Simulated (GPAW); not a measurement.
Crystal: MgO.

```
CELL_PARAMETERS angstrom
0.00000 2.09700 2.09700
2.09700 0.00000 2.09700
2.09700 2.09700 0.00000
ATOMIC_POSITIONS crystal
Mg 0.00000 0.00000 0.00000
O 0.50000 0.50000 0.50000
```

The cell is a database's computed one.

Base run:

- Program: GPAW 26.7.0
- Functional: LDA
- Potentials or basis: the program's PAW data sets (release 1.2.1) made for this functional
- Cutoff: 800 eV
- Basis: pw
- k mesh: 11 × 11 × 11
- Occupations: fermi-dirac, width 0.05 eV
- Spin: no spin polarisation

Its results: band gap on the k mesh 4.80 eV, direct; pressure -3.7 GPa.

After a change of settings the same cell gave: band gap on the k mesh 5.00 eV, direct; pressure 12.1 GPa. Which change was it?
A. functional from LDA to BLYP; potentials or basis from the program's PAW data sets (release 1.2.1) made for this functional to PAW data sets generated in the run's folder for this functional
B. functional from LDA to AM05; potentials or basis from the program's PAW data sets (release 1.2.1) made for this functional to PAW data sets generated in the run's folder for this functional
C. functional from LDA to r2SCAN; potentials or basis from the program's PAW data sets (release 1.2.1) made for this functional to GPAW PAW data sets (gpaw-data 1.2.1)
D. functional from LDA to RPBE

D.

RPBE binds less tightly than LDA, so the same cell stands under more pressure.
